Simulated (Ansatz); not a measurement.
# Ca7S8: the cost of one run

Computed with Ansatz 0.2.0 (DFT PBEsol, scalar-relativistic, plane waves, PAW, unless a step's input says otherwise).

The COD entry's cell or inner coordinates are ideal or old and differ from later refinements, so a difference from it is no clean test against experiment.

2 further runs of the same task are left out: 2 set aside as unsound or not needed.

## 1. Starting point

The structure is cubic, space group Fm-3m (No. 225). Conventional cell: a = 11.269 Å, b = 11.269 Å, c = 11.269 Å, α = 90.00°, β = 90.00°, γ = 90.00°. Ca (site symmetry mmm) is surrounded by 6 S at 2.82 Å. Ca (site symmetry m-3m) is surrounded by 6 S at 2.82 Å. Around S (site symmetry 4mm) lie 5 Ca at 2.82 Å. S (site symmetry -43m) is surrounded by 6 Ca at 2.82 Å.

The input asks for a charge of -2 e on the cell.

Coordinates:

```xyz
15
Lattice="0.0000 5.6344 -5.6344 5.6344 5.6344 0.0000 5.6344 0.0000 -5.6344" Properties=species:S:1:pos:R:3 pbc="T T T"
Ca    5.6344    2.8172   -2.8172
Ca    2.8172    2.8172   -5.6344
Ca    5.6344    5.6344   -5.6344
Ca    5.6344    0.0000   -5.6344
Ca    8.4516    2.8172   -5.6344
Ca    5.6344    2.8172   -8.4516
Ca    8.4516    5.6344   -8.4516
S     5.6344    5.6344   -2.8172
S     2.8172    2.8172   -2.8172
S     5.6344    8.4516   -5.6344
S     2.8172    5.6344   -5.6344
S     8.4516    5.6344   -5.6344
S     5.6344    2.8172   -5.6344
S     8.4516    8.4516   -8.4516
S     5.6344    5.6344   -8.4516
```

It is built from the cell relaxed beforehand with the same method (22.36 Å³/atom).

## 2. The vacancy and the jump

The supercell lacks one Ca atom, at fractional position (0.000, 0.000, 0.500), and holds 15 atoms and a charge of -2 e on a uniform background. Atom 1 (Ca), 3.98 Å away, is to jump into the empty site. The cell is fixed.

## 3. Relaxing around the vacancy

input.yaml

```yaml
crystal:
  lattice:
    - [0.0, 5.6343722939, -5.6343722939]
    - [5.6343722939, 5.6343722939, 0.0]
    - [5.6343722939, 0.0, -5.6343722939]
  atoms:
    - { symbol: Ca, position: [0.0, 0.5, 0.5] }
    - { symbol: Ca, position: [0.5, 0.0, 0.5] }
    - { symbol: Ca, position: [0.5, 0.5, 0.5] }
    - { symbol: Ca, position: [0.0, 0.0, 1.0] }
    - { symbol: Ca, position: [0.0, 0.5, 1.0] }
    - { symbol: Ca, position: [0.5, 0.0, 1.0] }
    - { symbol: Ca, position: [0.5, 0.5, 1.0] }
    - { symbol: S, position: [0.25, 0.75, 0.25] }
    - { symbol: S, position: [0.25, 0.25, 0.25] }
    - { symbol: S, position: [0.75, 0.75, 0.25] }
    - { symbol: S, position: [0.75, 0.25, 0.25] }
    - { symbol: S, position: [0.25, 0.75, 0.75] }
    - { symbol: S, position: [0.25, 0.25, 0.75] }
    - { symbol: S, position: [0.75, 0.75, 0.75] }
    - { symbol: S, position: [0.75, 0.25, 0.75] }
total_charge: -2
basis:
  ecutwfc: 420
kpoints:
  mp_grid: { grid: [4, 4, 4] }
hamiltonian:
  xc: pbesol
scf:
  occupations: { method: gaussian, width: 0.05 }
output:
  forces: true
  stress: true
  eigenvalues: true
  write_density: true
  write_potential: true
  elf: true
  volumetric_format: npy
relax:
  adjacent_minimum: "off"
  f_tol: 0.02
  max_steps: 50
```

Launch:

```bash
$ ansatz run input.yaml --threads 4 --pin off --max-ram 9216MiB --backend cpu --events-out ev --progress --plain --runs-dir out
```

Q: Estimate wall time and peak memory on 4 threads of Arm Neoverse V1, shared host.

About 20 s, with a peak of 0.98 GiB.
